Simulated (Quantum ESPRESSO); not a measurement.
BaZrO3 under changes of volume

One of the cells (14.726 Å³/atom); the others are scaled copies at fixed shape and fractional positions:

```
Ba Zr O
1.0
     4.19134    0.00000    0.00000
     0.00000    4.19134    0.00000
     0.00000    0.00000    4.19134
Ba Zr O
1 1 3
Cartesian
  0.0000 0.0000 0.0000
  2.0957 2.0957 2.0957
  2.0957 2.0957 0.0000
  2.0957 0.0000 2.0957
  0.0000 2.0957 2.0957
```

```yaml
Program: Quantum ESPRESSO 7.5
Functional: PBEsol
Potentials_or_basis: GBRV 1.5 PBEsol
Cutoff: 612 eV
Density_cutoff: 4898 eV
k_mesh: 6 × 6 × 6
Occupations: fermi-dirac, width 0.05 eV
Spin: no spin polarisation
```

```tsv
volume (Å³/atom)	energy over the lowest point (meV/atom)	pressure (GPa)	gap on the mesh (eV)
13.843	?	?	?
14.137	10.29	6.4	3.24
14.432	1.86	2.6	3.19
14.726	0.00	-0.8	3.15
15.021	4.06	-3.8	3.11
15.315	13.38	-6.5	3.07
15.610	27.44	-8.9	3.02
```

Problem. What does the run at 13.843 Å³/atom give?

Solution. Energy over the lowest point 26.06 meV/atom; pressure 10.6 GPa; gap on the mesh 3.28 eV.

Worked out: A Birch-Murnaghan fit of order 3 (a polynomial in V^(-2/3)) to the other rows has its minimum at 14.67 Å³/atom with B0 = V·E''(V) = 163 GPa and B' = 4.5. It gives 26.05 meV/atom at 13.843 Å³/atom, against the run's 26.06, and -dE/dV = 10.7 GPa, against 10.6. A straight line through the other rows of the gap, of slope -2.16 eV per unit of ln V, extrapolates to 3.28 eV, against the run's 3.28.

Energies are extrapolated to zero smearing.

Caveats: spin-orbit coupling is left out, which moves the levels of the heavy elements.

A mesh can miss the band edges.
